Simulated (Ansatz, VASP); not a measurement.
## One calculation of CdS, two programs

The input INCAR:

```
SYSTEM = CdS
PREC     = Accurate       ! precision mode
ENCUT    = 520            ! plane-wave cutoff, eV
EDIFF    = 1E-6           ! SCF threshold, eV
ISMEAR   = 0              ! smearing method
SIGMA    = 0.1            ! smearing width, eV
LREAL    = .False.        ! projectors in reciprocal space
LASPH    = .True.         ! aspherical terms in the spheres
NELM     = 100            ! most SCF steps
ALGO     = Normal         ! electronic algorithm
ISIF     = 2              ! what is computed and relaxed
LWAVE    = .False.        ! write WAVECAR
LCHARG   = .False.        ! write CHGCAR
GGA      = PE             ! functional
NBANDS   = 46             ! bands
```

Contents of KPOINTS:

```
regular mesh
0
Gamma
  10 6 6
  0 0 0
```

File POSCAR:

```
CdS
1.0
    2.0984866671      3.6346855265      0.0000000000
    0.0000000000      0.0000000000      6.8314511238
    6.2954600014     -3.6346855264      0.0000000000
Cd S
4 4
Direct
    0.5000000000      0.5002641353      0.1666666667
    1.0000000000      0.5002641353      0.6666666667
    0.5000000000      0.0002641353      0.8333333333
    0.0000000000      0.0002641353      0.3333333333
    0.5000000000      0.8767358647      0.1666666667
    1.0000000000      0.8767358647      0.6666666667
    0.5000000000      0.3767358647      0.8333333333
    0.0000000000      0.3767358647      0.3333333333
```

Input for Ansatz:

```yaml
crystal:
  lattice:
    - [2.0984866671, 3.6346855265, 0.0]
    - [0.0, 0.0, 6.8314511238]
    - [6.2954600014, -3.6346855264, 0.0]
  atoms:
    - { symbol: Cd, position: [0.5, 0.5002641353, 0.1666666667] }
    - { symbol: Cd, position: [1.0, 0.5002641353, 0.6666666667] }
    - { symbol: Cd, position: [0.5, 0.0002641353, 0.8333333333] }
    - { symbol: Cd, position: [0.0, 0.0002641353, 0.3333333333] }
    - { symbol: S, position: [0.5, 0.8767358647, 0.1666666667] }
    - { symbol: S, position: [1.0, 0.8767358647, 0.6666666667] }
    - { symbol: S, position: [0.5, 0.3767358647, 0.8333333333] }
    - { symbol: S, position: [0.0, 0.3767358647, 0.3333333333] }
basis:
  ecutwfc: 420
kpoints:
  mp_grid: { grid: [10, 6, 6] }
  band_path: { path: [VBM, CBM], npoints: 2 }
hamiltonian:
  xc: pbe
scf:
  occupations: { method: gaussian, width: 0.1 }
output:
  forces: true
  stress: true
  eigenvalues: true
checkpoint:
  read: start.run
  write: ck
  compress: false
  write_wavefunctions: false
  write_every: 100000
```

Alike in both runs: task single point; functional PBE; k mesh 10 × 6 × 6; occupations gaussian, width 0.1 eV; no spin polarisation.

|  | VASP | Ansatz |
| --- | --- | --- |
| version | VASP 6.6.1 | Ansatz 0.2.0 |
| potentials or method | VASP PAW PBE potentials, release 64 (Cd, S) | scalar-relativistic, plane waves, PAW |
| plane-wave cutoff (eV) | 520 | 420 |
| valence electrons in the cell | 72 | 104 |

VASP gave:

* gap on the k mesh at the Fermi level (eV): 1.11
* least direct gap on the mesh (eV): 1.11
* pressure (GPa): 0.3

Estimate Ansatz's values.

gap on the k mesh at the Fermi level (eV): 1.11; least direct gap on the mesh (eV): 1.11; pressure (GPa): 0.0.

The two sets of potentials don't hold the same shells in valence.

A k mesh can miss the band edges. A hybrid or GW would open this gap; PBE tends to underestimate it.
